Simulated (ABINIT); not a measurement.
Runs of ABINIT 10.8.3 (patched build) on TiC. The structure is cubic, space group Fm-3m (No. 225). The conventional cell has a = 4.331 Å, b = 4.331 Å, c = 4.331 Å, α = 90.00°, β = 90.00°, γ = 90.00°. Ti (site symmetry m-3m) has 6 C at 2.17 Å as nearest neighbours. Around C (site symmetry m-3m) lie 6 Ti at 2.17 Å. The cell is a database's computed one.

```tsv
task	level	potentials or basis	k mesh	cutoff (eV)	fine-grid cutoff	mesh quality	gap on the mesh (eV)	pressure (GPa)	V0 of scaled cells (Å³/atom)	B0 (GPa)
equation of state	BP86+D2	JTH PAW PBE v2.0	11 × 11 × 11	517	1034.03 eV	not flagged	-	-	10.14	260
single point	PBEsol	JTH PAW PBE v2.0	7 × 7 × 7	517	1034.03 eV	not flagged	none	-6.0	-	-
band structure	LDA-PZ	JTH PAW LDA v2.0	11 × 11 × 11	544	1088.46 eV	not flagged	none	-11.7	-	-
equation of state	BLYP+D2	JTH PAW PBE v2.0	11 × 11 × 11	517	1034.03 eV	not flagged	-	-	10.41	247
single point	r2SCAN	JTH PAW PBE v2.0	4 × 4 × 4	626	1224.51 eV	coarse	none	-	-	-
band structure	BLYP	JTH PAW PBE v2.0	11 × 11 × 11	517	1034.03 eV	not flagged	none	8.8	-	-
equation of state	LDA-PZ	JTH PAW LDA v2.0	11 × 11 × 11	544	1088.46 eV	not flagged	-	-	(a)	(b)
band structure	LDA	PseudoDojo NC SR LDA v0.4 stringent	11 × 11 × 11	1143	-	not flagged	none	-12.3	-	-
single point	PBEsol	JTH PAW PBE v2.0	14 × 14 × 14	517	1034.03 eV	not flagged	none	-6.0	-	-
equation of state	rPW86PBE	JTH PAW PBE v2.0	11 × 11 × 11	517	1034.03 eV	not flagged	-	-	10.48	223
equation of state	AM05	JTH PAW PBE v2.0	11 × 11 × 11	626	1224.51 eV	not flagged	-	-	9.89	267
single point	PBE	JTH PAW PBE v2.0	9 × 9 × 9	517	1034.03 eV	not flagged	none	0.7	-	-
```

Alike in all rows: no spin polarisation; cell as given; smearing fermi-dirac 0.05 eV.

**Question.** Estimate the missing entries.

**Answer.** (a) 9.71; (b) 282.

Caveats: some runs use coarse meshes; the PAW data sets were made with another functional, which shifts forces and pressure a little (some runs); pressures at fixed basis lie under the slope of the energies (some runs).

A k mesh can miss the band edges.

A gap of «none» marks a metal or a gap under the smearing width.

Not every run made on this cell is shown here.
